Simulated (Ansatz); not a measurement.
Runs of Ansatz 0.2.0 on CuO (Tenorite). The structure is monoclinic, space group C2/c (No. 15). The conventional cell has a = 4.684 Å, b = 3.423 Å, c = 5.129 Å, α = 90.00°, β = 99.54°, γ = 90.00°. Around Cu (site symmetry -1) lie 4 O at 1.95 to 1.96 Å. Around O (site symmetry 2) lie 4 Cu at 1.95 to 1.96 Å. 

```tsv
task	level	cell	k mesh	cutoff (eV)	smearing	mesh quality	gap on the mesh (eV)	pressure (GPa)	V0 of scaled cells (Å³/atom)	B0 (GPa)
single point	PBE	as given	10 × 10 × 5	420	gaussian 0.015 eV	not flagged	none	5.7	-	-
relaxation of cell and atoms	revPBE0	relaxed	5 × 5 × 3	420	fermi-dirac 0.05 eV	coarse	none	0.0	-	-
phonons	PBEsol	as given	7 × 7 × 4	420	fermi-dirac 0.05 eV	not flagged	none	-	-	-
equation of state	LDA	as given	10 × 10 × 5	420	fermi-dirac 0.05 eV	not flagged	-	-	(a)	(b)
equation of state	r2SCAN+D4	as given	10 × 10 × 5	500	fermi-dirac 0.05 eV	not flagged	-	-	9.98	192
```

Alike in all rows: potentials or basis Ansatz PAW; no spin polarisation.

Task: Fill in the values left out.

Result: (a) 9.62; (b) 208.

Caveats: some runs use coarse meshes; the run has no spin polarisation, though such a crystal can be magnetic; the PAW data sets come from PBE, with cores solved anew for the run's functional, which leaves a small shift of forces and pressure (some runs); semilocal functionals often make such compounds metallic where correlation or magnetic order opens a gap, which also shifts bond lengths (some runs); the cell was scaled at fixed shape and fractional positions, which overstates the stiffness of a crystal with free parameters, most of all of layers and chains (some runs); the potentials were made for another functional, which shifts forces and pressure (some runs); the plane-wave basis is chosen anew once the cell has moved, so the energies of steps on either side of that aren't comparable (some runs).

A k mesh can miss the band edges.

A gap of «none» marks a metal or a gap under the smearing width.

Not every run made on this cell is shown here.
